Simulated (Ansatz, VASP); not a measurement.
# One calculation of SiC, two programs

File INCAR:

```
PREC = Accurate
ENCUT = 520
EDIFF = 1E-6
ISMEAR = 0
SIGMA = 0.05
LREAL = False
LASPH = True
NELM = 80
ALGO = Normal
ISIF = 2
LWAVE = False
LCHARG = True
GGA = PE
LELF = True
LVHAR = True
NBANDS = 11
```

KPOINTS

```
Automatic mesh
0
Gamma
  12 12 12
```

POSCAR

```
SiC
1.0
    0.0000000000      2.1410671842      2.1410671842
    2.1410671842      0.0000000000      2.1410671842
    2.1797491314      2.1797491314     -0.0386819471
Si C
1 1
Direct
    0.0000000000      0.0000000000      0.0000000000
    0.7500000000      0.7500000000      0.7500000000
```

Input for Ansatz:

```yaml
crystal:
  lattice:
    - [0.0, 2.1410671842, 2.1410671842]
    - [2.1410671842, 0.0, 2.1410671842]
    - [2.1797491314, 2.1797491314, -0.0386819471]
  atoms:
    - { symbol: Si, position: [0.0, 0.0, 0.0] }
    - { symbol: C, position: [0.75, 0.75, 0.75] }
basis:
  ecutwfc: 520.0
kpoints:
  mp_grid: { grid: [12, 12, 12] }
hamiltonian:
  xc: pbe
  pseudopotentials: { kind: paw, azcp: { folder: soft_1 } }
scf:
  occupations: { method: gaussian, width: 0.05 }
output:
  forces: true
  stress: true
  eigenvalues: true
```

Alike in both runs: task single point; functional PBE; k mesh 12 × 12 × 12; occupations gaussian, width 0.05 eV; no spin polarisation.

```csv
,VASP,Ansatz
version,VASP 6.6.1,Ansatz 0.2.0
potentials or method,"VASP PAW PBE potentials, release 64 (Si, C)","scalar-relativistic, plane waves, PAW"
plane-wave cutoff (eV),520,520
valence electrons in the cell,8,8
```

VASP gave:

```
gap on the k mesh at the Fermi level (eV)       : 1.26
least direct gap on the mesh (eV)               : 4.41
pressure (GPa)                                  : 9.6
largest component of the traceless stress (GPa) : 5.14
rms of the force components (eV/Å)              : 0.153
```

Question: Estimate Ansatz's values.

Answer: gap on the k mesh at the Fermi level (eV): 1.27; least direct gap on the mesh (eV): 4.42; pressure (GPa): 9.6; largest component of the traceless stress (GPa): 5.13; rms of the force components (eV/Å): 0.154.

Atom by atom the forces differ by 0.001 eV/Å (rms over components). With one functional, cell and mesh, what is left measures potentials, basis and numerics.

A k mesh can miss the band edges.
